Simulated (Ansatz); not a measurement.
Isolated molecules relaxed with PBE0-D4/def2-TZVP in Ansatz; ΔE leaves out vibrations. CCSD(T)/CBS adds triple-zeta CCSD(T) − MP2 to the extrapolated MP2 energy (def2 sets, frozen cores). Functionals use def2-TZVPP. B3LYP here is the variant with VWN-RPA as its local correlation; programs differ in this. Each species was taken in one conformer, which may not be the lowest.

Reaction (ligand exchange at the Si–S bond): `F[SiH](F)S[SiH3]` + `CC(=O)O` → `CC(=O)O[SiH](F)F` + `[SiH3]S`

(1) Is it downhill or uphill in electronic energy at CCSD(T)/CBS, and by how much? (Estimate.)

(2) What do these levels give: r2SCAN-D4, ωB97X-V, ωB97M-V, B2PLYP, PBE, r2SCAN, B3LYP, SCS-MP2/def2-TZVPP, MP2/def2-QZVPP, SCS-MP2/def2-QZVPP, MP2/CBS(def2), CCSD/CBS(def2)? (An estimate is asked.)

Largest T1 diagnostic among the species: 0.015.

## Answers

(1) Ansatz gave: Downhill: ΔE = -32.9 kJ/mol.

(2) Computed: r2SCAN-D4 -27.5, ωB97X-V -30.0, ωB97M-V -30.4, B2PLYP -35.0, PBE -17.3, r2SCAN -27.6, B3LYP -34.3, SCS-MP2/def2-TZVPP -37.6, MP2/def2-QZVPP -30.7, SCS-MP2/def2-QZVPP -35.8, MP2/CBS(def2) -28.2, CCSD/CBS(def2) -35.9 kJ/mol.

From PBE to PBE0 (25 % exact exchange), in def2-TZVPP and without D4, ΔE moves by −4.8 kJ/mol. In def2-TZVPP, CCSD(T) changes the Hartree–Fock value by +12.6 kJ/mol (the triples alone add +2.9 kJ/mol) and MP2 by +17.3 kJ/mol. The D4 term adds +3.6 kJ/mol with B3LYP and +1.7 kJ/mol with PBE0; it sums over pairs of atoms, weighted by their polarisabilities, and B3LYP, whose exchange is more repulsive, gets the larger term.
